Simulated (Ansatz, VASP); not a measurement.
Si in VASP and in Ansatz

File INCAR:

```
SYSTEM = Si
ALGO = Normal ; EDIFF = 1E-6
EDIFFG = -0.002 ; ENCUT = 600
IBRION = 2 ; ISIF = 3
ISMEAR = 0 ; LASPH = .TRUE.
LCHARG = .FALSE. ; LREAL = .FALSE.
LWAVE = .FALSE. ; NELM = 80
NSW = 100 ; PREC = Accurate
SIGMA = 0.02
```

File KPOINTS:

```
k-points
0
G
  10 10 10
  0 0 0
```

POSCAR

```
Si
1.0
    0.0000000000      2.7008304895      2.7008304895
    2.7008304895      0.0000000000      2.7008304895
    2.7008304895      2.7008304895      0.0000000000
Si
2
Direct
    0.5000000000      0.5000000000      0.5000000000
    0.7500000000      0.7500000000      0.7500000000
```

Input for Ansatz:

```yaml
crystal:
  lattice:
    - [0.0, 2.7008304894, 2.7008304894]
    - [2.7008304894, 0.0, 2.7008304894]
    - [2.7008304894, 2.7008304894, 0.0]
  atoms:
    - { symbol: Si, position: [0.5, 0.5, 0.5] }
    - { symbol: Si, position: [0.75, 0.75, 0.75] }
basis:
  ecutwfc: 420
kpoints:
  mp_grid: { grid: [10, 10, 10] }
hamiltonian:
  xc: lda
  pseudopotentials: { kind: paw, azcp: { folder: soft_1 } }
scf:
  occupations: { method: gaussian, width: 0.02 }
output:
  forces: true
  stress: true
  eigenvalues: true
relax:
  adjacent_minimum: "off"
  f_tol: 0.002
  max_steps: 80
  cell: { stress_tol: 0.02 }
```

Alike in both runs: task relaxation of cell and atoms; functional LDA; k mesh 10 × 10 × 10; occupations gaussian, width 0.02 eV; no spin polarisation.

|  | VASP | Ansatz |
| --- | --- | --- |
| version | VASP 6.6.1 | Ansatz 0.2.0 |
| potentials or method | VASP PAW LDA potentials, release 64 (Si) | scalar-relativistic, plane waves, PAW |
| plane-wave cutoff (eV) | 600 | 420 |
| valence electrons in the cell | 8 | 8 |

Ansatz gave:

| Item | Value |
| --- | --- |
| gap on the k mesh at the Fermi level, each at its own relaxed structure (eV) | 0.46 |
| relaxed volume (Å³/atom) | 19.70 |
| relaxed cell length with the largest relative difference (Å) | 3.820 |

**Question.** What did VASP give for the same quantities?

**Answer.** gap on the k mesh at the Fermi level, each at its own relaxed structure (eV): 0.45; relaxed volume (Å³/atom): 19.72; relaxed cell length with the largest relative difference (Å): 3.820.

Ansatz warned: «pseudo_functional_mismatch».
